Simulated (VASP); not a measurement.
Runs of VASP 6.6.1 on Ti. It takes space group Fm-3m (No. 225, cubic). Conventional cell: a = 4.052 Å, b = 4.052 Å, c = 4.052 Å, α = 90.00°, β = 90.00°, γ = 90.00°. Ti (site symmetry m-3m) is surrounded by 12 Ti at 2.87 Å. This isn't the form of Ti at room conditions, which is hcp.

```tsv
level	k mesh	cutoff (eV)	smearing	gap on the mesh (eV)	pressure (GPa)
PBEsol	26 × 26 × 26	520	gaussian 0.1 eV	none	0.1
PBEsol	18 × 18 × 18	900	gaussian 0.1 eV	none	0.1
PBEsol	18 × 18 × 18	520	gaussian 0.5 eV	none	0.6
r2SCAN	18 × 18 × 18	520	gaussian 0.1 eV	none	5.6
PBEsol	18 × 18 × 18	700	gaussian 0.1 eV	none	(a)
```

Alike in all rows: task single point; potentials or basis VASP PAW PBE potentials, release 64 (Ti_sv); no spin polarisation; cell as given.

Question: Estimate the missing entries.

Answer: (a) 0.0.

Caveats: the PAW data sets were made with another functional, which shifts forces and pressure a little.

A gap of «none» marks a metal or a gap under the smearing width.
